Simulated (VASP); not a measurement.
# W (Im-3m) in VASP: a series of runs

One crystal, W, is run at these levels: LDA, PBE; tasks: relaxation of the atoms, relaxation of cell and atoms.

Program: VASP 6.6.1. These are calculated values, not measurements. Logs are shortened: lines on timing, memory, paths and dates and some standing lists are left out, and cuts for length are marked.

## (1) The structure

The structure is cubic, space group Im-3m (No. 229). The conventional cell has a = 3.165 Å, b = 3.165 Å, c = 3.165 Å, α = 90.00°, β = 90.00°, γ = 90.00°. W (site symmetry m-3m) has 8 W at 2.74 Å as nearest neighbours.

## (2) Relaxation of the atoms, LDA (a relaxed cell with its volume scaled by 1.04)

INCAR reads:

```
PREC = Accurate ; ENCUT = 600
EDIFF = 1E-7 ; ISMEAR = 1
SIGMA = 0.1 ; LREAL = False
LASPH = True ; NELM = 80
ALGO = Fast ; ISIF = 2
LWAVE = False ; LCHARG = False
GGA = CA ; IBRION = 2
NSW = 40 ; EDIFFG = -0.01
```

KPOINTS reads:

```
regular mesh
0
Gamma
  16 16 16
```

POSCAR reads:

```
W                                       
1.0
   -1.5911040777      1.5911040777      1.5911040777
    1.5911040777     -1.5911040777      1.5911040777
    1.5911040777      1.5911040777     -1.5911040777
  W             
     1
Direct
     0.0000000000000000    0.0000000000000000    0.0000000000000000
```

Potentials or basis: VASP PAW LDA potentials, release 64 (W_sv).

Command:

```sh
> cat potpaw_LDA.64/W_sv/POTCAR > POTCAR
> mpirun -np 1 vasp_std > vasp.out
```

OUTCAR:

```text
PREC = Accurate
   ENCUT = 600
   EDIFF = 1E-7
   ISMEAR = 1
   LREAL = False
   LASPH = True
   NELM = 80
   ISIF = 2
   GGA = CA
   IBRION = 2
   NSW = 40
   EDIFFG = -0.01

 ion  position               nearest neighbor table
   1  0.000  0.000  0.000-

  LATTYP: Found a body centered cubic cell.
 ALAT       =     3.1822081554

  Lattice vectors:

 A1 = (  -1.5911040777,   1.5911040777,   1.5911040777)
 A2 = (   1.5911040777,  -1.5911040777,   1.5911040777)
 A3 = (   1.5911040777,   1.5911040777,  -1.5911040777)

Analysis of symmetry for initial positions (statically):
=====================================================================
 Subroutine PRICEL returns:
 Original cell was already a primitive cell.

 Routine SETGRP: Setting up the symmetry group for a
 body centered cubic supercell.

 Subroutine GETGRP returns: Found 48 space group operations
 (whereof 48 operations were pure point group operations)
 out of a pool of 48 trial point group operations.

The static configuration has the point symmetry O_h .

Analysis of symmetry for dynamics (positions and initial velocities):
=====================================================================
 Subroutine PRICEL returns:
 Original cell was already a primitive cell.

 Routine SETGRP: Setting up the symmetry group for a
 body centered cubic supercell.

 Subroutine GETGRP returns: Found 48 space group operations
 (whereof 48 operations were pure point group operations)
 out of a pool of 48 trial point group operations.

The dynamic configuration has the point symmetry O_h .

 Subroutine INISYM returns: Found 48 space group operations
 (whereof 48 operations are pure point group operations),
 and found     1 'primitive' translations

----------------------------------------------------------------------------------------

                                     Primitive cell

  volume of cell :      16.1122

  direct lattice vectors                    reciprocal lattice vectors
    -1.591104078  1.591104078  1.591104078     0.000000000  0.314247199  0.314247199
     1.591104078 -1.591104078  1.591104078     0.314247199  0.000000000  0.314247199
     1.591104078  1.591104078 -1.591104078     0.314247199  0.314247199  0.000000000

  length of vectors
     2.755873103  2.755873103  2.755873103     0.444412651  0.444412651  0.444412651

  position of ions in fractional coordinates (direct lattice)
     0.000000000  0.000000000  0.000000000

  ion indices of the primitive-cell ions
   primitive index   ion index
                 1           1

----------------------------------------------------------------------------------------

 KPOINTS: regular mesh

Automatic generation of k-mesh.
 Grid dimensions read from file:
 generate k-points for:   16   16   16

 Generating k-lattice:

  Cartesian coordinates                     Fractional coordinates (reciprocal lattice)
     0.000000000  0.019640450  0.019640450     0.062500000  0.000000000  0.000000000
     0.019640450  0.000000000  0.019640450     0.000000000  0.062500000  0.000000000
     0.019640450  0.019640450  0.000000000     0.000000000  0.000000000  0.062500000

  Length of vectors
     0.027775791  0.027775791  0.027775791

  Shift w.r.t. Gamma in fractional coordinates (k-lattice)
     0.000000000  0.000000000  0.000000000

 Subroutine IBZKPT returns following result:
 ===========================================

 Found    145 irreducible k-points:

 Following reciprocal coordinates:
            Coordinates               Weight
  0.000000  0.000000  0.000000      1.000000
  0.062500  0.000000  0.000000     12.000000
  0.125000  0.000000  0.000000     12.000000
  0.187500  0.000000  0.000000     12.000000
  0.250000  0.000000  0.000000     12.000000
  0.312500  0.000000  0.000000     12.000000
[... 16 lines left out ...]
  0.187500  0.187500  0.000000     24.000000
  0.250000  0.187500  0.000000     48.000000
 [... further k-points ...]
   k-points           NKPTS =    145   k-points in BZ     NKDIM =    145   number of bands    NBANDS=     11
   number of dos      NEDOS =    301   number of ions     NIONS =      1
   total plane-waves  NPLWV =  13824
   dimension x,y,z NGX =    24 NGY =   24 NGZ =   24
   dimension x,y,z NGXF=    48 NGYF=   48 NGZF=   48
   ions per type =               1
   NGX,Y,Z   is equivalent  to a cutoff of  14.48, 14.48, 14.48 a.u.
   NGXF,Y,Z  is equivalent  to a cutoff of  28.96, 28.96, 28.96 a.u.
 SYSTEM =  unknown system
   PREC   = accura    normal or accurate (medium, high low for compatibility)
   ISTART =      0    job   : 0-new  1-cont  2-samecut
   ICHARG =      2    charge: 1-file 2-atom 10-const
   ISPIN  =      1    spin polarized calculation?
   LNONCOLLINEAR =      F non collinear calculations
   LSORBIT =      F    spin-orbit coupling
   LASPH  =      T    aspherical Exc in radial PAW
   ENCUT  =  600.0 eV  44.10 Ry    6.64 a.u.   5.50  5.50  5.50*2*pi/ulx,y,z
   NELM   =     80;   NELMIN=  2; NELMDL= -5     # of ELM steps
   EDIFF  = 0.1E-06   stopping-criterion for ELM
   LREAL  =      F    real-space projection
   EDIFFG = -.1E-01   stopping-criterion for IOM
   NSW    =     40    number of steps for IOM
   IBRION =      2    ionic relax: 0-MD 1-quasi-New 2-CG
   NFREE  =      1    steps in history (QN), initial steepest desc. (CG)
   ISIF   =      2    stress and relaxation
   ISYM   =      2    0-nonsym 1-usesym 2-fastsym
   POTIM  = 0.5000    time-step for ionic-motion
   TEBEG  =    0.0;   TEEND  =   0.0 temperature during run
   PSTRESS=    0.0 pullay stress
   NELECT =      14.0000    total number of electrons
   NUPDOWN=      -1.0000    fix difference up-down
   EMIN   =  10.00;   EMAX   =-10.00  energy-range for DOS
   EFERMI =   0.00;   METHOD = LEGACY
   ISMEAR =     1;   SIGMA  =   0.10  broadening in eV -4-tet -1-fermi 0-gaus
   EFERMI_NEDOS =   21; number of points for ismear=-14 and -15
   IALGO  =     68    algorithm
   IMIX   =      4    mixing-type and parameters
     AMIX     =   0.40;   BMIX     =  1.00
     AMIX_MAG =   1.60;   BMIX_MAG =  1.00
  volume/ion in A,a.u.               =      16.11       108.73
  Fermi-wavevector in a.u.,A,eV,Ry     =   1.562184  2.952100 33.203925  2.440420
  Thomas-Fermi vector in A             =   2.665140
   LORBIT       =      0    0 simple, 1 ext, 2 COOP (PROOUT), +10 PAW based schemes
   GGA     = CA    functional components
   LHFCALC =     F    Hartree Fock is set to
   AEXX    =    0.0000 exact exchange contribution
   IVDW    =     0    specifies the selected vdW correction
   LEPSILON=     F    determine dielectric tensor
   LRPA    =     F    only Hartree local field effects (RPA)
 conjugate gradient relaxation of ions
 non-spin polarized calculation
 RMM-DIIS sequential band-by-band and
 Methfessel and Paxton  Order N= 1 SIGMA  =   0.10
  energy-cutoff  :      600.00
  volume of cell :       16.11
 maximum number of plane-waves:       555
 NGX is ok and might be reduce to    24
   NGX = 11   NGY = 11   NGZ = 11

 number of electron      14.0000002 magnetization

 Free energy of the ion-electron system (eV)
  ---------------------------------------------------
  ext. energy  EPLUGINS =         0.00000000
  ---------------------------------------------------
  free energy    TOTEN  =       -14.08503193 eV

  energy without entropy =      -14.08425073  energy(sigma->0) =      -14.08477153

 E-fermi :  11.1107     XC(G=0): -13.7376

 val. band max:       11.0895636077   @ k =   0.5000   0.5000   0.0625
 cond. band min:      11.1108053555   @ k =  -0.3125   0.3125   0.1875
 fundamental gap:      0.0212417478
 Fermi energy:        11.1107084005

 k-point     1 :       0.0000    0.0000    0.0000
  band No.  band energies     occupation
      1     -62.6841      2.00000
      2     -26.5161      2.00000
      3     -26.5161      2.00000
      4     -26.5161      2.00000
      5       1.6227      2.00000
      6       9.8480      2.00000
      7       9.8480      2.00000
      8       9.8480      2.00000
      9      13.2275      0.00000
     10      13.2275      0.00000
     11      25.6200      0.00000

 k-point     2 :       0.0625    0.0000    0.0000
  band No.  band energies     occupation
      1     -62.6793      2.00000
      2     -26.5672      2.00000
      3     -26.5321      2.00000
      4     -26.5164      2.00000
      5       1.8091      2.00000
      6       9.7364      2.00000
      7       9.8238      2.00000
      8      10.0272      2.00000
      9      13.0519     -0.00000
     10      13.2293      0.00000
     11      25.9081      0.00000

 k-point     3 :       0.1250    0.0000    0.0000
  band No.  band energies     occupation
      1     -62.6654      2.00000
      2     -26.7108      2.00000
      3     -26.5774      2.00000
      4     -26.5170      2.00000
      5       2.3420      2.00000
      6       9.4342      2.00000
      7       9.7110      2.00000
      8      10.5574      2.00000
      9      12.7089     -0.00000
     10      13.2453      0.00000
     11      26.1448      0.00000

 k-point     4 :       0.1875    0.0000    0.0000
  band No.  band energies     occupation
      1     -62.6446      2.00000
      2     -26.9208      2.00000
      3     -26.6445      2.00000
      4     -26.5181      2.00000
      5       3.1335      2.00000
      6       9.0182      2.00000
      7       9.4699      2.00000
      8      11.4154     -0.00014
      9      12.5282     -0.00000
     10      13.3000      0.00000
     11      26.3343      0.00000

 k-point     5 :       0.2500    0.0000    0.0000
  band No.  band energies     occupation
      1     -62.6200      2.00000
      2     -27.1614      2.00000
      3     -26.7226      2.00000
      4     -26.5193      2.00000
      5       4.0037      2.00000
      6       8.5728      2.00000
      7       9.2661      2.00000
      8      12.5585     -0.00000
      9      12.6275     -0.00000
     10      13.4151      0.00000
     11      25.8104      0.00000
[... 211 lines left out ...]
 k-point    21 :       0.3750    0.1250    0.0000
  band No.  band energies     occupation
      1     -62.5553      2.00000
      2     -27.6633      2.00000
      3     -26.9638      2.00000
      4     -26.5888      2.00000
      5       5.4681      2.00000
      6       7.7601      2.00000
      7      10.3242      2.00000
      8      12.9874     -0.00000
      9      14.2905      0.00000
     10      17.4504      0.00000
     11      21.7954      0.00000

 k-point    22 :       0.4375    0.1250   -0.0000
  band No.  band energies     occupation
      1     -62.5507      2.00000
      2     -27.6984      2.00000
      3     -26.9833      2.00000
      4     -26.5895      2.00000
      5       5.4466      2.00000
      6       7.7044      2.00000
      7      10.7187      2.00000
      8      12.9526     -0.00000
      9      14.4805      0.00000
     10      17.9787      0.00000
     11      21.1555      0.00000

 k-point    23 :       0.1875    0.1875    0.0000
  band No.  band energies     occupation
      1     -62.5896      2.00000
      2     -27.3696      2.00000
      3     -26.8185      2.00000
      4     -26.6070      2.00000
      5       5.2738      2.00000
      6       8.2725      2.00000
      7       8.6297      2.00000
      8      12.3156     -0.00000
      9      13.9571      0.00000
     10      14.7194      0.00000
     11      24.9001      0.00000

 k-point    24 :       0.2500    0.1875    0.0000
  band No.  band energies     occupation
      1     -62.5702      2.00000
      2     -27.4933      2.00000
      3     -26.9230      2.00000
      4     -26.6235      2.00000
      5       5.8439      2.00000
      6       8.0122      2.00000
      7       8.8203      2.00000
      8      12.5740     -0.00000
      9      14.0468      0.00000
     10      16.2790      0.00000
     11      23.4084      0.00000

 [... further k-points ...]
[... 5 lines left out ...]
  --------------------------------------------------------------------------------------
  -------------------------------------------------------------------------------------
  Total       -1.2312918     -1.2312918     -1.2312918      0.0000000     -0.0000000      0.0000000
  in kB     -122.4378814   -122.4378814   -122.4378814      0.0000000     -0.0000000      0.0000000
  external PRESSURE =    -122.4378814 kB  Pullay stress =       0.0000000 kB

 VOLUME and BASIS-vectors are now :
 -----------------------------------------------------------------------------
  energy-cutoff  :      600.00
  volume of cell :       16.11
      direct lattice vectors                 reciprocal lattice vectors
    -1.591104078  1.591104078  1.591104078     0.000000000  0.314247199  0.314247199
     1.591104078 -1.591104078  1.591104078     0.314247199  0.000000000  0.314247199
     1.591104078  1.591104078 -1.591104078     0.314247199  0.314247199  0.000000000

 POSITION                                       TOTAL-FORCE (eV/Angst)
 -----------------------------------------------------------------------------------
      0.00000      0.00000      0.00000         0.000000      0.000000      0.000000
 -----------------------------------------------------------------------------------
    total drift:                               -0.000000     -0.000000      0.000000

  FREE ENERGIE OF THE ION-ELECTRON SYSTEM (eV)
  ---------------------------------------------------
  free  energy   TOTEN  =       -14.0850319262 eV

  energy  without entropy=      -14.0842507287  energy(sigma->0) =      -14.08477153

 reached required accuracy - stopping structural energy minimisation
```

Run time: 20 s. Hardware: 1 thread of AMD EPYC 9R14 (Zen 4), shared host; peak memory 0.12 GiB.

Results:

```
Free energy             : -14.0850 eV
Pressure after relaxing : -12.2 GPa
Band gap on the k mesh  : none (metal or under the smearing width)
```

Final structure:
```
CELL_PARAMETERS angstrom
-1.59110 1.59110 1.59110
1.59110 -1.59110 1.59110
1.59110 1.59110 -1.59110
ATOMIC_POSITIONS crystal
W 0.00000 0.00000 0.00000
```

Caveat: the relaxation stopped at its first step, so nothing moved. Spin-orbit coupling is left out, which matters for the levels of W.

## (3) Relaxation of the atoms, LDA (a relaxed cell with its volume scaled by 1.06)

INCAR is that of step 2.

KPOINTS is that of step 2.

POSCAR reads:

```
W                                       
1.0
   -1.6012387718      1.6012387718      1.6012387718
    1.6012387718     -1.6012387718      1.6012387718
    1.6012387718      1.6012387718     -1.6012387718
  W             
     1
Direct
     0.0000000000000000    0.0000000000000000    0.0000000000000000
```

Potentials or basis: VASP PAW LDA potentials, release 64 (W_sv).

Command:

```sh
> cat potpaw_LDA.64/W_sv/POTCAR > POTCAR
> mpirun -np 1 vasp_std > vasp.out
```

It took 20 s on 1 thread of AMD EPYC 9R14 (Zen 4), shared host; peak memory 0.12 GiB.

It converged, with:

| Quantity | Value |
| --- | --- |
| Free energy | -14.0563 eV |
| Pressure after relaxing | -17.4 GPa |
| Band gap on the k mesh | none (metal or under the smearing width) |

Final structure:
```yaml
crystal:
  lattice:
    - [-1.60124, 1.60124, 1.60124]
    - [1.60124, -1.60124, 1.60124]
    - [1.60124, 1.60124, -1.60124]
  atoms:
    - { symbol: W, position: [0.00000, 0.00000, 0.00000] }
```

Levels at points of the mesh, in eV from the Fermi level:
| k point | band 4 | band 5 | band 6 | band 7 | band 8 | band 9 | band 10 | band 11 |
| --- | --- | --- | --- | --- | --- | --- | --- | --- |
| (0.00, 0.00, 0.00) | -37.68 | -9.38 | -1.23 | -1.23 | -1.23 | 2.07 | 2.07 | 14.47 |
| (0.50, 0.00, 0.00) | -37.68 | -6.06 | -3.45 | 0.68 | 1.95 | 2.87 | 5.79 | 11.43 |
| (0.50, 0.50, 0.50) | -38.50 | -5.60 | -5.60 | 4.86 | 4.86 | 4.86 | 8.04 | 8.04 |

Caveat: the relaxation stopped at its first step, so nothing moved. Spin-orbit coupling is left out, which matters for the levels of W.

## (4) Relaxation of cell and atoms, PBE

INCAR reads:

```
PREC = Accurate
ENCUT = 600
EDIFF = 1E-6
ISMEAR = 1
SIGMA = 0.1
LREAL = F
LASPH = T
NELM = 80
ALGO = Normal
ISIF = 3
LWAVE = F
LCHARG = F
GGA = PE
IBRION = 2
NSW = 90
EDIFFG = -0.01
KPAR = 2
```

KPOINTS reads:

```
Automatic mesh
0
Gamma
  16 16 16
```

POSCAR reads:

```
W
1.0
   -1.5823450000      1.5823450000      1.5823450000
    1.5823450000     -1.5823450000      1.5823450000
    1.5823450000      1.5823450000     -1.5823450000
W
1
Direct
    0.0000000000      0.0000000000      0.0000000000
```

Potentials or basis: VASP PAW PBE potentials, release 64 (W_sv).

Command:

```sh
> cat potpaw_PBE.64/W_sv/POTCAR > POTCAR
> mpirun -np 2 vasp_std > vasp.out
```

It took 20 s on 2 MPI ranks of Intel Xeon Platinum 8488C (Sapphire Rapids), shared host; peak memory 0.15 GiB.

The run converged. Its results:

```yaml
Free_energy: -12.9568 eV
Relaxed_volume: 16.15 Å³/atom
Relaxed_cell: a = 2.758 Å, b = 2.758 Å, c = 2.758 Å, α = 109.47°, β = 109.47°, γ = 109.47°
Space_group_after_relaxing_to_0.05_Å: Im-3m (No. 229)
Energy_gained_by_relaxing: 5.4 meV/atom
Ionic_steps: 4
Pressure_after_relaxing: 0.0 GPa
Band_gap_on_the_k_mesh: none (metal or under the smearing width)
```

The path:
| step | energy change (eV) | largest force (eV/Å) | pressure (GPa) | volume (Å³) |
| --- | --- | --- | --- | --- |
| 1 | 0.0000 | 0.0000 | 5.89 | 15.85 |
| 2 | 0.0544 | 0.0000 | -16.87 | 17.22 |
| 3 | -0.0054 | 0.0000 | -0.16 | 16.16 |
| 4 | -0.0054 | 0.0000 | -0.04 | 16.15 |

Final structure:
```cif
data_structure
_symmetry_space_group_name_H-M 'P 1'
_symmetry_Int_Tables_number 1
_cell_length_a 2.7580
_cell_length_b 2.7580
_cell_length_c 2.7580
_cell_angle_alpha 109.471
_cell_angle_beta 109.471
_cell_angle_gamma 109.471
_cell_volume 16.15
loop_
_atom_site_label
_atom_site_type_symbol
_atom_site_fract_x
_atom_site_fract_y
_atom_site_fract_z
_atom_site_occupancy
W1 W 0.00000 0.00000 0.00000 1
```

Levels at points of the mesh, in eV from the Fermi level:
```tsv
k point	band 4	band 5	band 6	band 7	band 8	band 9	band 10	band 11
(0.00, 0.00, 0.00)	-37.84	-9.58	-1.24	-1.24	-1.24	2.17	2.17	14.43
(0.50, 0.00, 0.00)	-37.84	-6.20	-3.52	0.57	2.06	3.01	5.94	10.74
(0.50, 0.50, 0.50)	-38.69	-5.73	-5.73	4.99	4.99	4.99	8.05	8.05
```

## (5) Summary

```csv
task,level,potentials or basis,cell,gap on the mesh (eV),pressure (GPa)
relaxation of the atoms,LDA,"VASP PAW LDA potentials, release 64 (W_sv)",atoms relaxed from: a relaxed cell with its volume scaled by 1.04,none,-12.2
relaxation of the atoms,LDA,"VASP PAW LDA potentials, release 64 (W_sv)",atoms relaxed from: a relaxed cell with its volume scaled by 1.06,none,-17.4
relaxation of cell and atoms,PBE,"VASP PAW PBE potentials, release 64 (W_sv)",relaxed,none,0.0
```

Alike in all rows: no spin polarisation; k mesh 16 × 16 × 16; cutoff (eV) 600; smearing methfessel-paxton 0.1 eV.

Caveats: the relaxation stopped at its first step, so nothing moved (some runs).

Absolute energies hang on the potentials; compare differences alone.
